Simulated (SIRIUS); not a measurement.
# AlN (Fm-3m) in SIRIUS: further runs, part 2 of 2

SIRIUS 7.10.0.

### 4 Single point, PBEsol, 7.92 Å³/atom (volume scaled by 0.94)

File sirius.json:

```json
{
  "control": {
    "processing_unit": "cpu",
    "verbosity": 2,
    "num_bands_to_print": 10,
    "print_forces": true,
    "print_stress": true
  },
  "parameters": {
    "electronic_structure_method": "pseudopotential",
    "xc_functionals": ["XC_GGA_X_PBE_SOL", "XC_GGA_C_PBE_SOL"],
    "gk_cutoff": 9.2,
    "pw_cutoff": 18.4,
    "ngridk": [11, 11, 11],
    "shiftk": [0, 0, 0],
    "smearing": "fermi_dirac",
    "smearing_width": 0.0018374661,
    "num_bands": 10,
    "num_mag_dims": 0,
    "num_dft_iter": 100,
    "energy_tol": 1e-08,
    "density_tol": 1e-06
  },
  "iterative_solver": {
    "type": "davidson",
    "min_tolerance": 1e-09,
    "tolerance_scale": [0.1, 0.25]
  },
  "mixer": {
    "type": "anderson",
    "beta": 0.7,
    "max_history": 8
  },
  "settings": {
    "tol_ne": 1e-10,
    "pseudo_grid_cutoff": 6.5
  },
  "unit_cell": {
    "lattice_vectors": [
      [0.0, 0.707106781187, 0.707106781187],
      [0.707106781187, 0.0, 0.707106781187],
      [0.707106781187, 0.707106781187, 0.0]
    ],
    "lattice_vectors_scale": 5.3262067331,
    "atom_coordinate_units": "lattice",
    "atom_types": ["Al", "N"],
    "atom_files": {
      "Al": "Al.json",
      "N": "N.json"
    },
    "atoms": {
      "Al": [
        [0.5, 0.5, 0.5]
      ],
      "N": [
        [0.0, 0.0, 0.0]
      ]
    }
  }
}
```

Potentials or basis: PseudoDojo 0.4.1 PBEsol standard (scalar relativistic).

The run is started by

```sh
$ upf_to_json Al.upf
$ upf_to_json N.upf
$ OMP_NUM_THREADS=1 sirius.scf --input=sirius.json --output=out.json --task=0
```

The program printed:

```text
[info] SIRIUS version : 7.10.0
[info] number of MPI ranks           : 1
[info] MPI grid                      : 1 1
[info] maximum number of OMP threads : 1
[fft] FFT context for density and potential
[fft] =====================================
[fft]   comm size                             : 1
[fft]   plane wave cutoff                     : 18.4
[fft]   grid size                             : 36 36 36   total : 46656
[fft]   grid limits                           : -17 18   -17 18   -17 18
[fft]   number of G-vectors within the cutoff : 5596
[fft]   local number of G-vectors             : 5596
[fft]   number of G-shells                    : 335
[fft] FFT context for coarse grid
[fft] =====================================
[fft]   comm size                             : 1
[fft]   plane wave cutoff                     : 18.4
[fft]   grid size                             : 36 36 36   total : 46656
[fft]   grid limits                           : -17 18   -17 18   -17 18
[fft]   number of G-vectors within the cutoff : 5596
[fft]   local number of G-vectors             : 5596
[fft]   number of G-shells                    : 335
[unit cell] lattice vectors
[unit cell]   a1 :       0.0000000000      3.7661968990      3.7661968990
[unit cell]   a2 :       3.7661968990      0.0000000000      3.7661968990
[unit cell]   a3 :       3.7661968990      3.7661968990      0.0000000000
[unit cell] reciprocal lattice vectors
[unit cell]   b1 :      -0.8341551804      0.8341551804      0.8341551804
[unit cell]   b2 :       0.8341551804     -0.8341551804      0.8341551804
[unit cell]   b3 :       0.8341551804      0.8341551804     -0.8341551804
[unit cell] unit cell volume :       106.84127449 [a.u.^3]
[unit cell] 1/sqrt(omega)    :         0.09674543
[unit cell] MT volume        :         0.00000000 ( 0.00%)
[unit cell] IT volume        :       106.84127449 (100.00%)
[unit cell] number of atom types : 2
[unit cell] type id : 0 symbol : Al mt_radius :  18.750000 num_atoms : 1
[unit cell] type id : 1 symbol :  N mt_radius :  10.570000 num_atoms : 1
[unit cell] total number of atoms : 2
[unit cell] number of symmetry classes : 2
[unit cell] number of PAW atoms : 0
[unit cell] atom id  type id  class id             position                      vector_field
[unit cell] ------------------------------------------------------------------------------------------
[unit cell]      0        0        0      0.50000   0.50000   0.50000      0.00000   0.00000   0.00000
[unit cell]      1        1        1      0.00000   0.00000   0.00000      0.00000   0.00000   0.00000
[unit cell] atom id         position (Cartesian, a.u.)
[unit cell] ---------------------------------------------
[unit cell]      0       3.766197    3.766197    3.766197
[unit cell]      1       0.000000    0.000000    0.000000
[unit cell] class id : 0 atom id : 0
[unit cell] class id : 1 atom id : 1
[unit cell] minimum bond length:     3.766197
[unit cell] total number of pseudo wave-functions: 8
[sym] space group number   : 225
[sym] international symbol : Fm-3m
[sym] Hall symbol          : -F 4 2 3
[... 284 lines left out ...]
[find] Efermi                         :       0.49623679
[find] iteration : 10, RMS : 1.302230808890e-07, energy difference : -8.944436302727e-10
[find] Hartree energy of density residual : 1.296111472795e-12
[find] bands are converged : true
[find] iterative solver converged : false
[find] +------------------------------+
[find] | SCF iteration  11 out of 100|
[find] +------------------------------+
[diagonalize] iterative solver tolerance (occupied, empty): 2.38419e-09 2.38419e-09
[diagonalize] average number of iterations: 2.17857
[diagonalize] Lowest band energies
[diagonalize] ik:    0   -0.227288    0.431684    0.431684    0.431684    0.663195    0.881199    0.881199    0.881199    1.070238    1.098313
[diagonalize] ik:    1   -0.220759    0.400006    0.427604    0.427604    0.681858    0.851460    0.891234    0.891234    1.047556    1.047556
[diagonalize] ik:    2   -0.201617    0.329188    0.417375    0.417375    0.702658    0.831616    0.904517    0.904517    1.016105    1.016105
[diagonalize] ik:    3   -0.171526    0.247802    0.405275    0.405275    0.692205    0.862778    0.887635    0.887635    1.051645    1.051645
[diagonalize] ik:    4   -0.134959    0.172620    0.395183    0.395183    0.675332    0.863067    0.863067    0.907978    1.048374    1.123813
[diagonalize] ...
[diagonalize] ik:   51   -0.056998    0.168912    0.256431    0.315105    0.664921    0.726281    0.924760    0.984887    1.090898    1.280647
[diagonalize] ik:   52   -0.087405    0.193850    0.265083    0.334969    0.744386    0.768854    0.826933    0.964711    1.084872    1.194508
[diagonalize] ik:   53   -0.066889    0.182627    0.240337    0.319306    0.743416    0.794800    0.845315    0.936329    1.115791    1.159410
[diagonalize] ik:   54   -0.059136    0.182677    0.249570    0.295472    0.717066    0.755826    0.880086    0.948942    1.115004    1.217009
[diagonalize] ik:   55   -0.055969    0.202647    0.214702    0.295784    0.735182    0.810147    0.854731    0.911081    1.132815    1.172822
[find] Charges and magnetic moments
[find] --------------------------------------------------------------------------------
[find] total charge          : 8.000000
[find] Energy
[find] --------------------------------------------------------------------------------
[find] valence_eval_sum               :       1.53005864
[find] <rho|V^{XC}>                   :      -4.71501804
[find] <rho|E^{XC}>                   :      -4.29591790
[find] <mag|B^{XC}>                   :       0.00000000
[find] <rho|V^{H}>                    :       4.37714434
[find] one-electron contribution      :       1.86793234 (Ha),       3.73586468 (Ry)
[find] hartree contribution           :       2.18857217
[find] xc contribution                :      -4.29591790
[find] ewald contribution             :     -12.51775346
[find] PAW contribution               :       0.00000000
[find] smearing (-TS)                 :      -0.00000000
[find] SCF correction                 :      -0.00000245
[find] Total energy                   :     -12.75716930 (Ha),     -25.51433859 (Ry)
[find] Free energy (E-TS)             :     -12.75716930 (Ha),     -25.51433859 (Ry)
[find] band gap (eV)                  :       5.13768099
[find] Efermi                         :       0.49623701
[find] iteration : 11, RMS : 1.007668464097e-07, energy difference : -6.783906769670e-11
[find] Hartree energy of density residual : 7.222576903939e-14
[find] bands are converged : true
[find] iterative solver converged : true
[find] converged after 12 SCF iterations!
[find] Charges and magnetic moments
[find] --------------------------------------------------------------------------------
[find] total charge          : 8.000000
[find] Energy
[find] --------------------------------------------------------------------------------
[find] valence_eval_sum               :       1.53005864
[find] <rho|V^{XC}>                   :      -4.71501804
[find] <rho|E^{XC}>                   :      -4.29591790
[find] <mag|B^{XC}>                   :       0.00000000
[find] <rho|V^{H}>                    :       4.37714434
[find] one-electron contribution      :       1.86793234 (Ha),       3.73586468 (Ry)
[find] hartree contribution           :       2.18857217
[find] xc contribution                :      -4.29591790
[find] ewald contribution             :     -12.51775346
[find] PAW contribution               :       0.00000000
[find] smearing (-TS)                 :      -0.00000000
[find] SCF correction                 :      -0.00000245
[find] Total energy                   :     -12.75716930 (Ha),     -25.51433859 (Ry)
[find] Free energy (E-TS)             :     -12.75716930 (Ha),     -25.51433859 (Ry)
[find] band gap (eV)                  :       5.13768099
[find] Efermi                         :       0.49623701
[ground_state] === stress tensor components [kbar] ===
[ground_state] === stress_kin ===
[ground_state] -15418.000293   -0.000000   -0.000000
[ground_state]    -0.000000-15418.000293    0.000000
[ground_state]    -0.000000    0.000000-15418.000293
[ground_state] === stress_har ===
[ground_state] -2008.899279   -0.000000   -0.000000
[ground_state]    -0.000000-2008.899279    0.000000
[ground_state]    -0.000000    0.000000-2008.899279
[ground_state] === stress_ewald ===
[ground_state] 11490.096728    0.000000   -0.000000
[ground_state]     0.00000011490.096728   -0.000000
[ground_state]    -0.000000   -0.00000011490.096728
[ground_state] === stress_vloc ===
[ground_state]   984.634579    0.000000    0.000000
[ground_state]     0.000000  984.634579   -0.000000
[ground_state]     0.000000   -0.000000  984.634579
[ground_state] === stress_xc ===
[ground_state]  1170.708266    0.000000   -0.000000
[ground_state]     0.000000 1170.708266   -0.000000
[ground_state]    -0.000000   -0.000000 1170.708266
[ground_state] === stress_core ===
[ground_state]  2288.329070    0.000000    0.000000
[ground_state]     0.000000 2288.329070   -0.000000
[ground_state]     0.000000   -0.000000 2288.329070
[ground_state] === stress_nonloc ===
[ground_state]  1368.670240    0.000000    0.000000
[ground_state]     0.000000 1368.670240   -0.000000
[ground_state]     0.000000   -0.000000 1368.670240
[ground_state] === stress_us_nl ===
[ground_state]  1368.670240    0.000000    0.000000
[ground_state]     0.000000 1368.670240   -0.000000
[ground_state]     0.000000   -0.000000 1368.670240
[ground_state] === stress_total ===
[ground_state]  -124.460689   -0.000000   -0.000000
[ground_state]    -0.000000 -124.460689    0.000000
[ground_state]    -0.000000    0.000000 -124.460689
[ground_state] ==== total Forces in Ha/bohr =====
[ground_state] atom:    0, force:       0.0000000      0.0000000      0.0000000
[... 14 lines left out ...]
[ground_state] atom:    0, force:       0.0000000      0.0000000      0.0000000
[ground_state] atom:    1, force:       0.0000000      0.0000000      0.0000000
[~DFT_ground_state] local op. applied: 16366
[~DFT_ground_state] evp. work count: 7026.14
[~DFT_ground_state] number of iterative solver steps: 1847
```

It took 24 s on 1 thread of Arm Neoverse V1, shared host; peak memory 0.26 GiB.

Results:

```
Free energy            : -347.1403 eV
Pressure               : 12.4 GPa
Band gap on the k mesh : 5.14 eV
```

Caveat: an odd mesh through Γ misses points on the zone boundary, where band edges often lie.

### 5 Single point, PBEsol, 8.08 Å³/atom (volume scaled by 0.96)

sirius.json: that of step 4 with these lines changed.

```diff
@@ -43,3 +43,3 @@
     ],
-    "lattice_vectors_scale": 5.3262067331,
+    "lattice_vectors_scale": 5.3637164671,
     "atom_coordinate_units": "lattice",
```

The run is started by

```sh
$ upf_to_json Al.upf
$ upf_to_json N.upf
$ OMP_NUM_THREADS=1 sirius.scf --input=sirius.json --output=out.json --task=0
```

It took 22 s on 1 thread of Arm Neoverse V1, shared host; peak memory 0.26 GiB.

The run converged. Its results:

| Property | Result |
| --- | --- |
| Free energy | -347.1597 eV |
| Pressure | 6.1 GPa |
| Band gap on the k mesh | 4.93 eV |

Caveat: an odd mesh through Γ misses points on the zone boundary, where band edges often lie.

### 6 Single point, PBEsol, 8.25 Å³/atom (volume scaled by 0.98)

sirius.json: that of step 5 with these lines changed.

```diff
@@ -43,3 +43,3 @@
     ],
-    "lattice_vectors_scale": 5.3637164671,
+    "lattice_vectors_scale": 5.400708784,
     "atom_coordinate_units": "lattice",
```

Potentials or basis: PseudoDojo 0.4.1 PBEsol standard (scalar relativistic).

The run is started by

```sh
$ upf_to_json Al.upf
$ upf_to_json N.upf
$ OMP_NUM_THREADS=1 sirius.scf --input=sirius.json --output=out.json --task=0
```

Wall time 22 s (1 thread of Arm Neoverse V1, shared host); peak memory 0.26 GiB.

Results (log left out):

```
Free energy            : -347.1665 eV
Pressure               : 0.4 GPa
Band gap on the k mesh : 4.73 eV
```

Caveat: an odd mesh through Γ misses points on the zone boundary, where band edges often lie.

### 7 Single point, PBEsol, 8.59 Å³/atom (volume scaled by 1.02)

sirius.json: that of step 6 with these lines changed.

```diff
@@ -43,3 +43,3 @@
     ],
-    "lattice_vectors_scale": 5.400708784,
+    "lattice_vectors_scale": 5.4732101708,
     "atom_coordinate_units": "lattice",
```

The run is started by

```sh
$ upf_to_json Al.upf
$ upf_to_json N.upf
$ OMP_NUM_THREADS=1 sirius.scf --input=sirius.json --output=out.json --task=0
```

Run time: 23 s. Hardware: 1 thread of Arm Neoverse V1, shared host; peak memory 0.27 GiB.

The run converged. Its results:

```yaml
Free_energy: -347.1471 eV
Pressure: -9.4 GPa
Band_gap_on_the_k_mesh: 4.35 eV
```

Caveat: an odd mesh through Γ misses points on the zone boundary, where band edges often lie.

### 8 Single point, PBEsol, 8.76 Å³/atom (volume scaled by 1.04)

sirius.json: that of step 7 with these lines changed.

```diff
@@ -43,3 +43,3 @@
     ],
-    "lattice_vectors_scale": 5.4732101708,
+    "lattice_vectors_scale": 5.5087514924,
     "atom_coordinate_units": "lattice",
```

The run is started by

```sh
$ upf_to_json Al.upf
$ upf_to_json N.upf
$ OMP_NUM_THREADS=1 sirius.scf --input=sirius.json --output=out.json --task=0
```

It took 24 s on 1 thread of Arm Neoverse V1, shared host; peak memory 0.27 GiB.

It converged, with:

- Free energy: -347.1229 eV
- Pressure: -13.6 GPa
- Band gap on the k mesh: 4.17 eV

Caveat: an odd mesh through Γ misses points on the zone boundary, where band edges often lie.

### 9 Single point, PBEsol, 8.93 Å³/atom (volume scaled by 1.06)

sirius.json: that of step 8 with these lines changed.

```diff
@@ -43,3 +43,3 @@
     ],
-    "lattice_vectors_scale": 5.5087514924,
+    "lattice_vectors_scale": 5.5438400275,
     "atom_coordinate_units": "lattice",
```

Potentials or basis: PseudoDojo 0.4.1 PBEsol standard (scalar relativistic).

The run is started by

```sh
$ upf_to_json Al.upf
$ upf_to_json N.upf
$ OMP_NUM_THREADS=1 sirius.scf --input=sirius.json --output=out.json --task=0
```

It took 22 s on 1 thread of Arm Neoverse V1, shared host; peak memory 0.27 GiB.

The run converged. Its results:

| Property | Result |
| --- | --- |
| Free energy | -347.0902 eV |
| Pressure | -17.4 GPa |
| Band gap on the k mesh | 4.00 eV |

Caveat: an odd mesh through Γ misses points on the zone boundary, where band edges often lie.

### 10 Equation of state, PBEsol

Potentials or basis: PseudoDojo 0.4.1 PBEsol standard (scalar relativistic).

No new run: the results of the series are fitted here.

What came out:

* Equilibrium volume: 8.27 Å³/atom
* Bulk modulus: 264 GPa
* Pressure derivative of the bulk modulus: 4.0

Energy against volume, from the lowest point:
```tsv
volume (Å³/atom)	energy (meV/atom)
7.916	13.13
8.085	3.41
8.253	0.00
8.421	2.29
8.590	9.73
8.758	21.83
8.927	38.14
```

### 11 The runs side by side

| task | level | potentials or basis | energy tol | density tol | mixer | mixing beta | max scf | gap on the mesh (eV) | pressure (GPa) |
| --- | --- | --- | --- | --- | --- | --- | --- | --- | --- |
| single point | PBE | PseudoDojo 0.4.1 PBE standard (scalar relativistic) | 1e-08 Ha | 1e-06 | anderson | 0.7 | 100 | 4.62 | -0.3 |
| single point | PBEsol | PseudoDojo 0.4.1 PBEsol standard (scalar relativistic) | 1e-08 Ha | 1e-06 | anderson | 0.7 | 100 | 4.54 | -4.7 |
| equation of state | PBEsol | PseudoDojo 0.4.1 PBEsol standard (scalar relativistic) | - | - | - | - | - | - | - |

Alike in all rows: no spin polarisation; cell as given; k mesh 11 × 11 × 11; cutoff (eV) 1152; smearing fermi-dirac 0.05 eV.

Caveats: an odd mesh through Γ misses points on the zone boundary, where band edges often lie (some runs).

Total energies depend on the potentials used, so only differences within one code and one set of settings carry meaning.
